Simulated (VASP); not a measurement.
**SiNi: equation of state with PBE**

SiNi:

```xyz
4
Lattice="2.9428 0.0000 0.0000 0.0000 3.2803 0.0000 0.0000 0.0000 4.6774" Properties=species:S:1:pos:R:3 pbc="T T T"
Ni    1.4714    1.6402    1.6020
Ni    0.0000    0.0000    3.0754
Si    1.4714    1.6402    3.9438
Si    0.0000    0.0000    0.7337
```

The cell is a database's computed one.

* Program: VASP 6.6.1
* Task: equation of state
* Functional: PBE
* Potentials or basis: VASP PAW PBE potentials, release 64 (Ni, Si)
* Cutoff: 520 eV
* k mesh: 9 × 8 × 6
* Occupations: fermi-dirac, width 0.05 eV
* Spin: collinear spin, ferromagnetic start
* Starting moments: [1.0, 1.0, 0.0, 0.0] μB
* Further INCAR settings: ALGO = Normal; EDIFF = 1e-07; NBANDS = 26

The equilibrium volume is 11.68 Å³/atom, the bulk modulus at fixed shape and positions is 182 GPa and the pressure derivative of the bulk modulus is 4.6.

Energy against volume, from the lowest point:
```
volume (Å³/atom)  energy (meV/atom)
          10.611              66.60
          10.837              39.85
          11.062              20.54
          11.288               7.91
          11.514               1.27
          11.740               0.00
          11.965               3.54
```

All runs of the series together: 19 min on 1 thread of Intel(R) Xeon(R) Platinum 8488C (Sapphire Rapids), on a shared host.

Caveat: the cell was scaled at fixed shape and fractional positions, which overstates the stiffness of a crystal with free parameters, most of all of layers and chains.
